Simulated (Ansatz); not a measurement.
# V under changes of volume

One of the cells (13.891 Å³/atom); the others are scaled copies at fixed shape and fractional positions:

```
V
1.0
    -1.51435    1.51435    1.51435
     1.51435   -1.51435    1.51435
     1.51435    1.51435   -1.51435
V
1
Cartesian
  0.0000 0.0000 0.0000
```

- Program: Ansatz 0.2.0
- Functional: r2SCAN
- Dispersion: D3(BJ)
- Potentials or basis: Ansatz PAW
- Cutoff: 500 eV (not typed: the program's choice for these potentials)
- k mesh: 12 × 12 × 12
- Occupations: fermi-dirac, width 0.05 eV
- Spin: collinear spin, ferromagnetic start
- Starting moments: [2.0] μB

```csv
volume (Å³/atom),energy over the lowest point (meV/atom),pressure (GPa),moment (μB per cell)
13.058,0.00,0.1,0.41
13.336,2.19,-3.6,0.49
13.613,11.23,-7.1,0.52
13.891,?,?,?
14.169,46.59,-13.2,0.56
14.447,71.69,-15.8,0.58
14.725,101.11,-18.1,0.60
```

Question: What does the run at 13.891 Å³/atom give?

Answer: Energy over the lowest point 26.25 meV/atom; pressure -10.3 GPa; moment 0.54 μB per cell.

Worked out: A Birch-Murnaghan fit of order 3 (a polynomial in V^(-2/3)) to the other rows has its minimum at 13.11 Å³/atom with B0 = V·E''(V) = 202 GPa and B' = 4.5. It gives 26.21 meV/atom at 13.891 Å³/atom, against the run's 26.25, and -dE/dV = -10.3 GPa, against -10.3. A parabola through the other rows of the moment, of slope 0.102 μB per Å³/atom there, gives 0.55 μB, against the run's 0.54.

Energies are extrapolated to zero smearing.

Caveats: the magnetic or orbital state may not be the lowest; pairwise dispersion overbinds metals, which lowers pressure and volume; the PAW data sets come from PBE, with cores solved anew for the run's functional, which leaves a small shift of forces and pressure; the dispersion damping was fitted for another functional or another form of the correction.
